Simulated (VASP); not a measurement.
Here is a VASP 6.6.1 calculation.

The input INCAR:

```
ALGO = Normal
EDIFF = 1E-6
ENCUT = 520
GGA = RE
ISIF = 2
ISMEAR = -1
LASPH = True
LCHARG = False
LREAL = False
LWAVE = False
NBANDS = 8
NELM = 100
PREC = Accurate
SIGMA = 0.1
```

File KPOINTS:

```
k-points
0
Gamma
  13 13 13
```

POSCAR

```
Al
1.0
    2.7352851507      0.0000000000      0.0000000000
    0.0000000000      2.7352851507      0.0000000000
    0.0000000000      0.0000000000      2.7352851507
Al
1
Direct
    0.0000000000      0.0000000000      0.0000000000
```

Potentials or basis: VASP PAW PBE potentials, release 64 (Al).

Launch:

```bash
$ cat potpaw_PBE.64/Al/POTCAR > POTCAR
$ mpirun -np 1 vasp_std > vasp.out
```

(1) Estimate the pressure.

(2) Predict the band gap on the k mesh.

Answers

(1) -0.1 GPa.

(2) none (metal or under the smearing width).

Caveat: the PAW data sets were made with another functional, which shifts forces and pressure a little.
